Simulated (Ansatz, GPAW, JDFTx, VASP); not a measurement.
# Bi: 4 runs at one level of theory

```
CELL_PARAMETERS angstrom
2.26750 1.30914 3.93800
-2.26750 1.30914 3.93800
0.00000 -2.61828 3.93800
ATOMIC_POSITIONS crystal
Bi 0.76600 0.76600 0.76600
Bi 0.23400 0.23400 0.23400
```

Alike in all runs: task single point; functional PBEsol; k mesh 7 × 7 × 7; occupations gaussian, width 0.02 eV; no spin polarisation; no spin-orbit coupling. Pressure is positive in compression and, in plane waves, holds the error of the finite cutoff.

```json
{"program and potentials": "Ansatz, all-electron LAPW, scalar-relativistic", "plane-wave cutoff (eV)": "-", "notes": "-", "pressure (GPa)": "-0.34", "largest force (eV/Å)": "0.129"}
{"program and potentials": "VASP, PBE PAW files Bi_d, release 54, 520 eV", "plane-wave cutoff (eV)": "520", "notes": "potentials made for PBE", "pressure (GPa)": "-0.41", "largest force (eV/Å)": "0.134"}
{"program and potentials": "GPAW, PAW data sets generated for this functional", "plane-wave cutoff (eV)": "600", "notes": "-", "pressure (GPa)": "-0.44", "largest force (eV/Å)": "0.123"}
{"program and potentials": "JDFTx, PseudoDojo-SR-PBEsol-0.4.1-standard with smoothed tails", "plane-wave cutoff (eV)": "898", "notes": "-", "pressure (GPa)": "-0.33", "largest force (eV/Å)": "0.147"}
```

Force on atom 1 (Bi), eV/Å:

```
                                        program and potentials      x      y       z
                Ansatz, all-electron LAPW, scalar-relativistic  0.000  0.000  -0.129
                  VASP, PBE PAW files Bi_d, release 54, 520 eV  0.000  0.000  -0.134
             GPAW, PAW data sets generated for this functional  0.000  0.000  -0.123
JDFTx, PseudoDojo-SR-PBEsol-0.4.1-standard with smoothed tails  0.000  0.000  -0.147
```

The pressure spans -0.44 (GPAW, PAW data sets generated for this functional) to -0.33 GPa (JDFTx, PseudoDojo-SR-PBEsol-0.4.1-standard with smoothed tails), with all-electron results at -0.34.

The functional is the same throughout but for its coding, so the spread measures potentials, basis and numerics; runs on potential files found faulty are left out.
